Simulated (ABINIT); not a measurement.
The system is Al2O3.

```
CELL_PARAMETERS angstrom
2.88432 0.00000 0.00000
-1.44216 2.49790 0.00000
0.00000 0.00000 9.33675
ATOMIC_POSITIONS crystal
Al 0.00000 0.00000 0.85001
Al 0.00000 0.00000 0.14999
O 0.33333 0.66667 0.77768
O 0.66667 0.33333 0.00000
O 0.33333 0.66667 0.22232
```

Measurements of this composition are mostly on another form, of space group No. 167.

| Quantity | Value |
| --- | --- |
| Program | ABINIT 10.8.3 (patched build) |
| Task | relaxation of cell and atoms |
| Functional | r2SCAN |
| Potentials or basis | JTH PAW PBE v2.0 |
| Cutoff | 762 eV |
| k mesh | 7 × 7 × 2 |
| Occupations | fermi-dirac, width 0.05 eV |
| Spin | no spin polarisation |

At the start: pressure -4.3 GPa; volume 13.45 Å³/atom.

Question: How do energy, volume and symmetry change on relaxing?

Answer: Over 5 steps the energy falls by 5.3 meV/atom and the volume is 13.10 Å³/atom (-2.6 %); space group P-6m2 (No. 187, to 0.05 Å).

Step by step:
| step | energy change (eV) | largest force (eV/Å) | pressure (GPa) | volume (Å³) |
| --- | --- | --- | --- | --- |
| 1 | 0.0000 | 0.4138 | -4.31 | 67.27 |
| 2 | -0.0207 | 0.1475 | -1.98 | 66.39 |
| 3 | -0.0259 | 0.1172 | -0.16 | 65.67 |
| 4 | -0.0263 | 0.0680 | -0.04 | 65.59 |
| 5 | -0.0264 | 0.0011 | 0.01 | 65.52 |

Final structure:
```cif
data_structure
_symmetry_space_group_name_H-M 'P 1'
_symmetry_Int_Tables_number 1
_cell_length_a 2.8577
_cell_length_b 2.8577
_cell_length_c 9.2644
_cell_angle_alpha 90.000
_cell_angle_beta 90.000
_cell_angle_gamma 120.000
_cell_volume 65.52
loop_
_atom_site_label
_atom_site_type_symbol
_atom_site_fract_x
_atom_site_fract_y
_atom_site_fract_z
_atom_site_occupancy
Al1 Al 0.00000 0.00000 0.85020 1
Al2 Al 0.00000 0.00000 0.14980 1
O1 O 0.33333 0.66667 0.77839 1
O2 O 0.66667 0.33333 0.00000 1
O3 O 0.33333 0.66667 0.22161 1
```

Caveat: the PAW data sets were made with another functional, which shifts forces and pressure a little.
